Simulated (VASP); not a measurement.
# Ni (Fm-3m) in VASP: single point with PBEsol

Aim: the single point of Ni with PBEsol.

Program: VASP 6.6.1. These are calculated values, not measurements. Logs are shortened: lines on timing, memory, paths and dates and some standing lists are left out, and cuts for length are marked.

## (1) The structure

The structure is cubic, space group Fm-3m (No. 225). Conventional cell: a = 3.462 Å, b = 3.462 Å, c = 3.462 Å, α = 90.00°, β = 90.00°, γ = 90.00°. Ni (site symmetry m-3m) is surrounded by 12 Ni at 2.45 Å.

## (2) Single point, PBEsol, non-collinear spin, ferromagnetic start, spin-orbit coupling

The input, INCAR:

```
PREC = Accurate
ENCUT = 520
EDIFF = 1E-7
ISMEAR = 0
SIGMA = 0.1
LREAL = F
LASPH = T
NELM = 150
ALGO = Normal
ISIF = 2
LWAVE = F
LCHARG = F
MAGMOM = 0 0 1
LORBIT = 11
LSORBIT = T
GGA_COMPAT = F
LORBMOM = T
LMAXMIX = 4
GGA = PS
```

The input, KPOINTS:

```
regular mesh
0
Gamma
  20 20 20
```

The input, POSCAR:

```
Ni
1.0
    0.0000000000      1.7311400000      1.7311400000
    1.7311400000      0.0000000000      1.7311400000
    1.7311400000      1.7311400000      0.0000000000
Ni
1
Direct
    0.0000000000      1.0000000000      0.0000000000
```

Potentials or basis: VASP PAW PBE potentials, release 64 (Ni).

Launch:

```bash
> cat potpaw_PBE.64/Ni/POTCAR > POTCAR
> mpirun -np 1 vasp_ncl > vasp.out
```

OUTCAR:

```text
PREC = Accurate
   ENCUT = 520
   EDIFF = 1E-7
   ISMEAR = 0
   LREAL = F
   LASPH = T
   NELM = 150
   ISIF = 2
   LORBIT = 11
   LSORBIT = T
   GGA = PS

 ion  position               nearest neighbor table
   1  0.000  0.000  0.000-

  LATTYP: Found a face centered cubic cell.
 ALAT       =     3.4622800000

  Lattice vectors:

 A1 = (   0.0000000000,   1.7311400000,   1.7311400000)
 A2 = (   1.7311400000,   0.0000000000,   1.7311400000)
 A3 = (   1.7311400000,   1.7311400000,   0.0000000000)

Analysis of symmetry for initial positions (statically):
=====================================================================
 Subroutine PRICEL returns:
 Original cell was already a primitive cell.

 Routine SETGRP: Setting up the symmetry group for a
 face centered cubic supercell.

 Subroutine GETGRP returns: Found 48 space group operations
 (whereof 48 operations were pure point group operations)
 out of a pool of 48 trial point group operations.

The static configuration has the point symmetry O_h .

Analysis of symmetry for dynamics (positions and initial velocities):
=====================================================================
 Subroutine PRICEL returns:
 Original cell was already a primitive cell.

 Routine SETGRP: Setting up the symmetry group for a
 face centered cubic supercell.

 Subroutine GETGRP returns: Found 48 space group operations
 (whereof 48 operations were pure point group operations)
 out of a pool of 48 trial point group operations.

The dynamic configuration has the point symmetry O_h .

Analysis of structural, dynamic, and magnetic symmetry:
=====================================================================
 Subroutine PRICEL returns:
 Original cell was already a primitive cell.

 Routine SETGRP: Setting up the symmetry group for a
 face centered cubic supercell.

 Subroutine GETGRP returns: Found  8 space group operations
 (whereof  8 operations were pure point group operations)
 out of a pool of 48 trial point group operations.

The overall configuration has the point symmetry C_4h.

 Subroutine INISYM returns: Found  8 space group operations
 (whereof  8 operations are pure point group operations),
 and found     1 'primitive' translations

----------------------------------------------------------------------------------------

                                     Primitive cell

  volume of cell :      10.3759

  direct lattice vectors                    reciprocal lattice vectors
     0.000000000  1.731140000  1.731140000    -0.288827016  0.288827016  0.288827016
     1.731140000  0.000000000  1.731140000     0.288827016 -0.288827016  0.288827016
     1.731140000  1.731140000  0.000000000     0.288827016  0.288827016 -0.288827016

  length of vectors
     2.448201666  2.448201666  2.448201666     0.500263066  0.500263066  0.500263066

  position of ions in fractional coordinates (direct lattice)
     0.000000000  0.000000000  0.000000000

  ion indices of the primitive-cell ions
   primitive index   ion index
                 1           1

----------------------------------------------------------------------------------------

 KPOINTS: regular mesh

Automatic generation of k-mesh.
 Grid dimensions read from file:
 generate k-points for:   20   20   20

 Generating k-lattice:

  Cartesian coordinates                     Fractional coordinates (reciprocal lattice)
    -0.014441351  0.014441351  0.014441351     0.050000000  0.000000000  0.000000000
     0.014441351 -0.014441351  0.014441351     0.000000000  0.050000000  0.000000000
     0.014441351  0.014441351 -0.014441351     0.000000000  0.000000000  0.050000000

  Length of vectors
     0.025013153  0.025013153  0.025013153

  Shift w.r.t. Gamma in fractional coordinates (k-lattice)
     0.000000000  0.000000000  0.000000000

 Subroutine IBZKPT returns following result:
 ===========================================

 Found   1062 irreducible k-points:

 Following reciprocal coordinates:
            Coordinates               Weight
  0.000000  0.000000  0.000000      1.000000
  0.050000  0.000000  0.000000      8.000000
  0.100000  0.000000  0.000000      8.000000
  0.150000  0.000000  0.000000      8.000000
  0.200000  0.000000  0.000000      8.000000
  0.250000  0.000000  0.000000      8.000000
[... 16 lines left out ...]
  0.250000  0.050000  0.000000      8.000000
  0.000000  0.250000  0.050000      8.000000
 [... further k-points ...]
   k-points           NKPTS =   1062   k-points in BZ     NKDIM =   1062   number of bands    NBANDS=     20
   number of dos      NEDOS =    301   number of ions     NIONS =      1
   total plane-waves  NPLWV =   5832
   dimension x,y,z NGX =    18 NGY =   18 NGZ =   18
   dimension x,y,z NGXF=    36 NGYF=   36 NGZF=   36
   ions per type =               1
   NGX,Y,Z   is equivalent  to a cutoff of  12.22, 12.22, 12.22 a.u.
   NGXF,Y,Z  is equivalent  to a cutoff of  24.45, 24.45, 24.45 a.u.
 SYSTEM =  unknown system
   PREC   = accura    normal or accurate (medium, high low for compatibility)
   ISTART =      0    job   : 0-new  1-cont  2-samecut
   ICHARG =      2    charge: 1-file 2-atom 10-const
   ISPIN  =      1    spin polarized calculation?
   LNONCOLLINEAR =      T non collinear calculations
   LSORBIT =      T    spin-orbit coupling
   LASPH  =      T    aspherical Exc in radial PAW
   ENCUT  =  520.0 eV  38.22 Ry    6.18 a.u.   4.55  4.55  4.55*2*pi/ulx,y,z
   NELM   =    150;   NELMIN=  2; NELMDL= -5     # of ELM steps
   EDIFF  = 0.1E-06   stopping-criterion for ELM
   LREAL  =      F    real-space projection
   EDIFFG = 0.1E-05   stopping-criterion for IOM
   NSW    =      0    number of steps for IOM
   IBRION =     -1    ionic relax: 0-MD 1-quasi-New 2-CG
   NFREE  =      0    steps in history (QN), initial steepest desc. (CG)
   ISIF   =      2    stress and relaxation
   ISYM   =      2    0-nonsym 1-usesym 2-fastsym
   POTIM  = 0.5000    time-step for ionic-motion
   TEBEG  =    0.0;   TEEND  =   0.0 temperature during run
   PSTRESS=    0.0 pullay stress
   NELECT =      10.0000    total number of electrons
   NUPDOWN=      -1.0000    fix difference up-down
   EMIN   =  10.00;   EMAX   =-10.00  energy-range for DOS
   EFERMI =   0.00;   METHOD = LEGACY
   ISMEAR =     0;   SIGMA  =   0.10  broadening in eV -4-tet -1-fermi 0-gaus
   EFERMI_NEDOS =   21; number of points for ismear=-14 and -15
   IALGO  =     38    algorithm
   IMIX   =      4    mixing-type and parameters
     AMIX     =   0.40;   BMIX     =  1.00
     AMIX_MAG =   1.60;   BMIX_MAG =  1.00
  volume/ion in A,a.u.               =      10.38        70.02
  Fermi-wavevector in a.u.,A,eV,Ry     =   1.617084  3.055846 35.578710  2.614961
  Thomas-Fermi vector in A             =   2.711566
   LORBIT       =     11    0 simple, 1 ext, 2 COOP (PROOUT), +10 PAW based schemes
   GGA     = PS    functional components
   LHFCALC =     F    Hartree Fock is set to
   AEXX    =    0.0000 exact exchange contribution
   IVDW    =     0    specifies the selected vdW correction
   LEPSILON=     F    determine dielectric tensor
   LRPA    =     F    only Hartree local field effects (RPA)
 Gauss-broadening in eV      SIGMA  =   0.10
  energy-cutoff  :      520.00
  volume of cell :       10.38
 maximum number of plane-waves:       590
   NGX =  9   NGY =  9   NGZ =  9

 number of electron      10.0000000 magnetization       0.0000000      0.0000000      1.0000000

 number of electron       9.9999993 magnetization       0.0000000      0.0000000      0.6205293

 number of electron       9.9999993 magnetization      -0.0000000      0.0000000      0.6205316

 number of electron       9.9999993 magnetization      -0.0000000     -0.0000000      0.6205323

 Free energy of the ion-electron system (eV)
  ---------------------------------------------------
  ext. energy  EPLUGINS =         0.00000000
  ---------------------------------------------------
  free energy    TOTEN  =        -6.14917852 eV

  energy without entropy =       -6.14062214  energy(sigma->0) =       -6.14490033

 E-fermi :   9.8768     XC(G=0): -13.7195

 val. band max:        9.8759339091   @ k =   0.0000  -0.4000   0.2500
 cond. band min:       9.8792253797   @ k =   0.4500   0.4000   0.0000
 fundamental gap:      0.0032914706
 Fermi energy:         9.8768283884

 k-point     1 :       0.0000    0.0000    0.0000
  band No.  band energies     occupation
      1       0.4645      1.00000
      2       0.4841      1.00000
      3       7.2722      1.00000
      4       7.3109      1.00000
      5       7.3598      1.00000
      6       7.9732      1.00000
[... 12 lines left out ...]
     19      38.2582      0.00000
     20      38.2597      0.00000

 k-point     2 :       0.0500    0.0000    0.0000
  band No.  band energies     occupation
      1       0.5662      1.00000
      2       0.5857      1.00000
      3       7.2680      1.00000
      4       7.3206      1.00000
      5       7.3737      1.00000
      6       7.9701      1.00000
[... 12 lines left out ...]
     19      38.0190      0.00000
     20      38.0241      0.00000

 k-point     3 :       0.1000    0.0000    0.0000
  band No.  band energies     occupation
      1       0.8677      1.00000
      2       0.8866      1.00000
      3       7.2060      1.00000
      4       7.3723      1.00000
      5       7.4346      1.00000
      6       7.9053      1.00000
[... 12 lines left out ...]
     19      37.5197      0.00000
     20      37.5414      0.00000

 k-point     4 :       0.1500    0.0000    0.0000
  band No.  band energies     occupation
      1       1.3579      1.00000
      2       1.3746      1.00000
      3       7.1042      1.00000
      4       7.4442      1.00000
      5       7.5199      1.00000
      6       7.7883      1.00000
[... 429 lines left out ...]
 k-point    23 :       0.2500    0.0500    0.0000
  band No.  band energies     occupation
      1       2.6041      1.00000
      2       2.6056      1.00000
      3       6.9153      1.00000
      4       7.5258      1.00000
      5       7.5415      1.00000
      6       7.6355      1.00000
[... 12 lines left out ...]
     19      38.4651      0.00000
     20      38.5397      0.00000

 k-point    24 :       0.0000    0.2500    0.0500
  band No.  band energies     occupation
      1       2.6041      1.00000
      2       2.6056      1.00000
      3       6.9155      1.00000
      4       7.5195      1.00000
      5       7.5512      1.00000
      6       7.6311      1.00000
[... 12 lines left out ...]
     19      38.4649      0.00000
     20      38.5399      0.00000

 [... further k-points ...]

------------------------ aborting loop because EDIFF is reached ----------------------------------------

  FORCE on cell =-STRESS in cart. coord.  units (eV):
  Direction    XX          YY          ZZ          XY          YZ          ZX
  --------------------------------------------------------------------------------------
  -------------------------------------------------------------------------------------
  Total        0.0121358      0.0121358      0.0118646     -0.0000001      0.0000000     -0.0000000
  in kB        1.8739188      1.8739188      1.8320462     -0.0000201      0.0000000     -0.0000000
  external PRESSURE =       1.8599613 kB  Pullay stress =       0.0000000 kB

 VOLUME and BASIS-vectors are now :
 -----------------------------------------------------------------------------
  energy-cutoff  :      520.00
  volume of cell :       10.38
      direct lattice vectors                 reciprocal lattice vectors
     0.000000000  1.731140000  1.731140000    -0.288827016  0.288827016  0.288827016
     1.731140000  0.000000000  1.731140000     0.288827016 -0.288827016  0.288827016
     1.731140000  1.731140000  0.000000000     0.288827016  0.288827016 -0.288827016

 POSITION                                       TOTAL-FORCE (eV/Angst)
 -----------------------------------------------------------------------------------
      0.00000      0.00000      0.00000        -0.000000      0.000000     -0.000000
 -----------------------------------------------------------------------------------
    total drift:                                0.000000     -0.000000      0.000000

  FREE ENERGIE OF THE ION-ELECTRON SYSTEM (eV)
  ---------------------------------------------------
  free  energy   TOTEN  =        -6.1491785201 eV

  energy  without entropy=       -6.1406221430  energy(sigma->0) =       -6.14490033

 orbital moment (x)

 # of ion     p       d       tot
 ----------------------------------------
  1         0.000  -0.000  -0.000
 ----------------------------------------
            0.000  -0.000  -0.000

 orbital moment (y)

 # of ion     p       d       tot
 ----------------------------------------
  1         0.000  -0.000  -0.000
 ----------------------------------------
            0.000  -0.000  -0.000

 orbital moment (z)

 # of ion     p       d       tot
 ----------------------------------------
  1         0.000   0.045   0.045
 ----------------------------------------
            0.000   0.045   0.045

 Spin-Orbit-Coupling matrix elements

 Ion:    1  E_soc:     -0.0181074
 l=   1
     0.0000000    -0.0004312    -0.0004304
    -0.0004312     0.0000000    -0.0004312
    -0.0004304    -0.0004312     0.0000000
 l=   2
     0.0000000    -0.0004336     0.0000000    -0.0004336    -0.0022664
    -0.0004336     0.0000000    -0.0015635    -0.0004586    -0.0005209
     0.0000000    -0.0015635     0.0000000    -0.0015635     0.0000000
    -0.0004336    -0.0004586    -0.0015635     0.0000000    -0.0005209
    -0.0022664    -0.0005209     0.0000000    -0.0005209     0.0000000
 l=   3
     0.0000000     0.0000000     0.0000000     0.0000000     0.0000000     0.0000000     0.0000000
     0.0000000     0.0000000     0.0000000     0.0000000     0.0000000     0.0000000     0.0000000
     0.0000000     0.0000000     0.0000000     0.0000000     0.0000000     0.0000000     0.0000000
     0.0000000     0.0000000     0.0000000     0.0000000     0.0000000     0.0000000     0.0000000
     0.0000000     0.0000000     0.0000000     0.0000000     0.0000000     0.0000000     0.0000000
     0.0000000     0.0000000     0.0000000     0.0000000     0.0000000     0.0000000     0.0000000
     0.0000000     0.0000000     0.0000000     0.0000000     0.0000000     0.0000000     0.0000000

 total charge

# of ion       s       p       d       tot
------------------------------------------
    1        0.522   0.547   8.333   9.402

 magnetization (x)

# of ion       s       p       d       tot
------------------------------------------
    1        0.000   0.000   0.000   0.000

 magnetization (y)

# of ion       s       p       d       tot
------------------------------------------
    1        0.000   0.000   0.000   0.000

 magnetization (z)

# of ion       s       p       d       tot
------------------------------------------
    1       -0.006  -0.025   0.657   0.626
```

Wall time 5.7 min (1 thread of Intel Xeon 6975P-C (Granite Rapids), shared host); peak memory 0.41 GiB.

What came out:

```
Free energy                                           : -6.1492 eV
Pressure                                              : 0.2 GPa
Net moment                                            : 0.62 μB per cell
Valence electrons inside the program's atomic spheres : Ni 9.40
```

Moments on the atoms (μB; x, y, z):
```
Ni  0.00 0.00 0.63
```

Caveat: the PAW data sets were made with another functional, which shifts forces and pressure a little.
